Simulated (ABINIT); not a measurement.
A calculation with ABINIT 10.8.3 (patched build) of CuO (ASE script, structure from a POSCAR):

The input run.py:

```python
import json, os
import numpy as np
from ase.units import GPa
from ase.calculators.abinit import Abinit, AbinitProfile
from ase.io import read

atoms = read('POSCAR')

profile = AbinitProfile(command='mpirun --bind-to none -np 4 abinit', pp_paths=[os.path.abspath('pseudos')])
params = dict(
    pps='pawxml', xc='PBE',
    chksymtnons=0,
    tolsym=1e-06,
    ecut=707.496,
    pawecutdg=1306.1465,
    pawxcdev=0,
    pawovlp=30,
    kptopt=1,
    ngkpt=[9, 5, 5],
    nshiftk=1,
    shiftk=[0.0, 0.0, 0.0],
    ixc=11,
    nband=60,
    occopt=3,
    tsmear=0.05,
    nstep=100,
    tolvrs=1e-09,
    prtwf=0,
    prtden=0,
)

atoms.calc = Abinit(profile=profile, directory='run', **params)
energy = atoms.get_potential_energy()
forces = atoms.get_forces()
stress = atoms.get_stress()
print(f'energy {energy:.6f} eV')
print('forces (eV/A)')
print(np.round(forces, 5))
print('stress (GPa, Voigt, tension positive)', np.round(stress / GPa, 4))
json.dump(dict(energy=energy, forces=forces.tolist(), stress=stress.tolist(), cell=atoms.cell.tolist(), frac=atoms.get_scaled_positions(wrap=False).tolist()), open('results.json', 'w'))
```

POSCAR

```
CuO
1.0
    2.3418500000     -1.7113000000      0.0000000000
   -1.4918200000     -1.7113000000     -5.0578700000
    2.3418500000      5.1339000000      0.0000000000
Cu O
4 4
Direct
    0.3213271600      0.9565765600      0.2905417800
    0.6786728400      0.0434234400      0.7094582200
    0.3225567000      0.5218645100      0.6836463300
    0.6774433000      0.4781354900      0.3163536700
    0.4176716400      0.7073204800      0.0098998500
    0.4139283600      0.7926795200      0.6585001500
    0.2249395900      0.3481680500      0.0734239800
    0.9434604100      0.1518319500      0.2581760200
```

Potentials or basis: JTH PAW PBE v2.0.

Command:

```console
$ python run.py
```

Task: Write the same calculation in another form: native input, structure from a POSCAR.

Result: As run:

The input run.abi:

```
# Pseudopotentials
pp_dirpath "./"
pseudos "Cu.GGA_PBE-JTH.xml, O.GGA_PBE-JTH.xml"

# Structure
structure "poscar:POSCAR"
natom 8
chkprim 0
chksymtnons 0
tolsym 1.0e-6

# Plane-wave basis
ecut 26.0
pawecutdg 48.0
pawxcdev 0
pawovlp 30

# k points
kptopt 1
ngkpt 9 5 5
nshiftk 1
shiftk 0.0 0.0 0.0

# Exchange and correlation
ixc 11

# Bands and occupations
nband 60
occopt 3
tsmear 0.05 eV

# SCF cycle
nstep 100
tolvrs 1.0e-9

# Output
iomode 3
prtwf 0
prtden 0
prteig 0
prtebands 0
enunit 1
```

The input POSCAR:

```
CuO
1.0
    2.3418500000     -1.7113000000      0.0000000000
   -1.4918200000     -1.7113000000     -5.0578700000
    2.3418500000      5.1339000000      0.0000000000
Cu O
4 4
Direct
    0.3213271600      0.9565765600      0.2905417800  Cu
    0.6786728400      0.0434234400      0.7094582200  Cu
    0.3225567000      0.5218645100      0.6836463300  Cu
    0.6774433000      0.4781354900      0.3163536700  Cu
    0.4176716400      0.7073204800      0.0098998500  O
    0.4139283600      0.7926795200      0.6585001500  O
    0.2249395900      0.3481680500      0.0734239800  O
    0.9434604100      0.1518319500      0.2581760200  O
```

Potentials or basis: JTH PAW PBE v2.0.

The run is started by

```bash
$ mpirun --bind-to none -np 4 abinit run.abi > log 2>&1
```

Both were run:

|  | ASE script, structure from a POSCAR | native input, structure from a POSCAR |
| --- | --- | --- |
| Pressure | 56.8 GPa | 56.8 GPa |
| Largest force | 16.726 eV/Å | 16.726 eV/Å |
| Band gap on the k mesh | none (metal or under the smearing width) | none (metal or under the smearing width) |

Keys that steer only the numerical path or the files written may differ.

Caveat: the atomic spheres overlap; a pressure of tens of GPa on the cell as given is suspect, and the run, the potentials or the cell itself is likely at fault; the run has no spin polarisation, though such a crystal can be magnetic; semilocal functionals often make such compounds metallic where correlation or magnetic order opens a gap, which also shifts bond lengths; forces of over 1 eV/Å show positions far from the minimum, so gaps and moduli don't describe the material at rest.
